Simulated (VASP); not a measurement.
# KCl: convergence, energy along a vibration (SMASS = -2)

KCl, Fm-3m (no. 225), atoms displaced along the mode, 2 atoms in the cell. PBE, energy along a line of displacements; PAW potentials K_sv, Cl (PBE set). VASP 6.6.1.

Wanted: harmonic frequency within 1 %.

Space group without the displacement: Fm-3m (no. 225); Mode: optical mode at Gamma along [111].

POSCAR of the starting run:
```
KCl
1.0
    0.0000000000      3.1464700000      3.1464700000
    3.1464700000      0.0000000000      3.1464700000
    3.1464700000      3.1464700000      0.0000000000
K Cl
1 1
Direct
   -0.0034902317     -0.0034902317     -0.0034902317
    0.5038494253      0.5038494253      0.5038494253

    0.0054909547   0.0054909547   0.0054909547
   -0.0060560506  -0.0060560506  -0.0060560506
```

The series start from k mesh: 4 × 4 × 4; Cutoff (eV): 340; Step along the mode (Å): 0.02; Electronic threshold (eV): 1e-7. Each series keeps the choices made before it, and each single choice may use up half of a tolerance.

## k mesh

| k mesh | Harmonic frequency (THz) | Time (s) |
|---|---|---|
| 2 × 2 × 2 | 3.997 | 24 |
| 3 × 3 × 3 | 4.203 | 26 |
| 4 × 4 × 4 | 4.213 | 43 |
| 5 × 5 × 5 | 4.214 | 68 |
| 7 × 7 × 7 (reference) | 4.214 | 180 |

## Cutoff (eV)

| Cutoff (eV) | Harmonic frequency (THz) | Time (s) |
|---|---|---|
| 190 | 4.267 | 20 |
| 230 | 4.071 | 25 |
| 260 | 4.172 | 27 |
| 300 | 4.195 | 43 |
| 340 | 4.203 | 26 |
| 390 (reference) | 4.206 | 48 |

## Electronic threshold (eV)

| Electronic threshold (eV) | Harmonic frequency (THz) | Time (s) |
|---|---|---|
| 0.001 | 4.178 | 22 |
| 0.0001 | 4.192 | 25 |
| 1e-5 | 4.192 | 28 |
| 1e-6 | 4.192 | 29 |
| 1e-7 | 4.192 | 48 |
| 1e-8 (reference) | 4.192 | 35 |

## Question

The rows run from the loosest to the tightest. For each series: choose the loosest value from which every tighter one stays within half of the tolerance.

## Answer

- k mesh: 3 × 3 × 3
- Cutoff (eV): 300
- Electronic threshold (eV): 0.001

Also changed on the way, by series that aren't shown: Step along the mode (Å): 0.08.

## All choices together

| Input | Harmonic frequency (THz) | Time (s) |
|---|---|---|
| defaults on a coarse mesh (naive) | 4.253 | 4.6 |
| chosen settings | 4.178 | 22 |
| reference settings throughout | 4.218 | 221 |

The tolerance is met.

## The input

INCAR:
```
SYSTEM = KCl
  ALGO = Normal
  EDIFF = 0.001
  ENCUT = 300
  GGA = PE
  IBRION = 0
  ISMEAR = 0
  ISYM = 0
  IWAVPR = 11
  KPAR = 2
  LASPH = .True.
  LCHARG = .False.
  LREAL = .False.
  LWAVE = .False.
  NELMIN = 4
  NSW = 9
  POTIM = 1
  PREC = Accurate
  SIGMA = 0.03
  SMASS = -2
```

KPOINTS:
```
Automatic mesh
0
Gamma
  3 3 3
  0 0 0
```

POSCAR:
```
KCl
1.0
    0.0000000000      3.1464700000      3.1464700000
    3.1464700000      0.0000000000      3.1464700000
    3.1464700000      3.1464700000      0.0000000000
K Cl
1 1
Direct
   -0.0139609270     -0.0139609270     -0.0139609270
    0.5153977013      0.5153977013      0.5153977013

    0.0219638189   0.0219638189   0.0219638189
   -0.0242242026  -0.0242242026  -0.0242242026
```

Commands:
```
cat potpaw_PBE.64/K_sv/POTCAR potpaw_PBE.64/Cl/POTCAR > POTCAR
mpirun -np 2 vasp_std > vasp.out
```

The naive input happens to agree within the tolerance here, in 4.6 s.

Limits: NELMIN = 4 forces that many electronic steps, so a loose EDIFF looks better here than it is.

The chosen input took VASP 6.6.1 22 s on 2 cores (Intel Xeon Platinum 8259CL @ 2.50GHz (Skylake/Cascade Lake)), a shared host.

## An input that fails: POTIM multiplies the typed steps tenfold

It runs to its end, but against the unchanged starting input it is off by 725 % in the harmonic frequency.

Changes against the starting input:
```
- POTIM = 1
+ POTIM = 10
```
